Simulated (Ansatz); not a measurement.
A run of Ansatz 0.2.0 is set up as follows.

input.yaml

```yaml
crystal:
  lattice:
    - [-1.9111067713, 1.9111067713, 4.2806687947]
    - [1.9111067713, -1.9111067713, 4.2806687947]
    - [1.9111067713, 1.9111067713, -4.2806687947]
  atoms:
    - { symbol: Ti, position: [0.0, 0.0, 0.0] }
    - { symbol: Al, position: [0.25, 0.75, 0.5] }
    - { symbol: Al, position: [0.75, 0.25, 0.5] }
    - { symbol: Al, position: [0.5, 0.5, 0.0] }
hamiltonian:
  xc: pbesol
  pseudopotentials: { kind: paw }
kpoints:
  mp_grid: { grid: [10, 10, 10] }
scf:
  occupations: { method: fermi_dirac, width: 0.05 }
output:
  forces: true
  stress: true
  eigenvalues: true
relax:
  f_tol: 0.01
  max_steps: 40
  cell: { stress_tol: 0.05, p_target: 10.0 }
```

Potentials or basis: Ansatz PAW.

Command:

```bash
$ ansatz run input.yaml --threads 2 --pin off --max-ram 5632MiB --backend cpu --events-out ev --progress --plain --runs-dir out
```

(1) Predict the relaxed cell.

(2) What does it give for the band gap on the k mesh?

(3) What does it give for the space group after relaxing (to 0.05 Å)?

## Answers

(1) a = 4.924 Å, b = 4.924 Å, c = 4.924 Å, α = 135.57°, β = 135.57°, γ = 64.65°.

(2) none (metal or under the smearing width).

(3) I4/mmm (No. 139).
